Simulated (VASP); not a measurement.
Write the native input for VASP 6.6.1 that does the following.

```yaml
Task: relaxation of the atoms
Functional: LDA
Potentials_or_basis: VASP PAW LDA potentials, release 64 (Bi_d)
Cutoff: 600 eV
k_mesh: 14 × 14 × 14
Occupations: methfessel-paxton, width 0.1 eV
Spin: no spin polarisation
Further_INCAR_settings: ALGO = Normal; EDIFF = 1e-07; IBRION = 2; EDIFFG = -0.01; NSW = 40
```

The structure of Bi lies in POSCAR:

```
Bi                                      
1.0
   -1.9546856244      1.9546856244      1.9546856244
    1.9546856244     -1.9546856244      1.9546856244
    1.9546856244      1.9546856244     -1.9546856244
  Bi            
     1
Direct
     0.0000000000000000    0.0000000000000000    0.0000000000000000
```

This isn't the form of Bi at room conditions, which is rhombohedral.

The cell isn't the ideal one: a relaxed cell with its volume scaled by 1.02.

One way to write it, as run:

INCAR

```
ALGO = Normal ; EDIFF = 1E-7
EDIFFG = -0.01 ; ENCUT = 600
GGA = CA ; IBRION = 2
ISIF = 2 ; ISMEAR = 1
LASPH = T ; LCHARG = F
LREAL = F ; LWAVE = F
NELM = 80 ; NSW = 40
PREC = Accurate ; SIGMA = 0.1
```

KPOINTS

```
k-points
0
Gamma
  14 14 14
```

Potentials or basis: VASP PAW LDA potentials, release 64 (Bi_d).

Run with:

```sh
$ cat potpaw_LDA.64/Bi_d/POTCAR > POTCAR
$ mpirun -np 1 vasp_std > vasp.out
```

It gave:

```yaml
Pressure_after_relaxing: -1.2 GPa
Band_gap_on_the_k_mesh: none (metal or under the smearing width)
```

Caveat: the relaxation stopped at its first step, so nothing moved; spin-orbit coupling is left out, which moves the levels of the heavy elements.

It took 12 s on 1 thread of Intel(R) Xeon(R) 6975P-C (Granite Rapids) (shared host), peak memory 0.16 GiB.
